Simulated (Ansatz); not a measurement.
**GaN in Ansatz: the effect of functional**

GaN:

```
CELL_PARAMETERS angstrom
3.16813 0.00000 0.00000
-1.58407 2.74368 0.00000
0.00000 0.00000 10.21687
ATOMIC_POSITIONS crystal
Ga 0.00000 0.00000 0.78587
Ga 0.66667 0.33333 0.03735
Ga 0.33333 0.66667 0.53735
Ga 0.00000 0.00000 0.28587
N 0.00000 0.00000 0.09304
N 0.66667 0.33333 0.34375
N 0.00000 0.00000 0.59304
N 0.33333 0.66667 0.84374
```

The cell is a database's computed one.

The cell isn't the ideal one: volume scaled by 0.96.

Alike in all runs:

```yaml
Program: Ansatz 0.2.0
Task: single point
Potentials_or_basis: Ansatz PAW
k_mesh: 10 × 10 × 3
Occupations: fermi-dirac, width 0.05 eV
Spin: no spin polarisation
```

```csv
functional,cutoff,gap on the mesh (eV),pressure (GPa),largest force (eV/Å)
r2SCAN,500 eV (not typed: the program's choice for these potentials),?,?,?
LDA,420 eV (not typed: the program's choice for these potentials),1.13,-4.4,0.34
PBE,420 eV (not typed: the program's choice for these potentials),1.11,7.4,0.60
```

What does the run with functional r2SCAN give?

gap on the mesh 1.53 eV; pressure 1.0 GPa; largest force 0.48 eV/Å.

Caveats: odd divisions of the mesh miss points on the zone boundary, where band edges often lie, so the gap on the mesh can be too wide; the PAW data sets come from PBE, with cores solved anew for the run's functional, which leaves a small shift of forces and pressure (some runs).

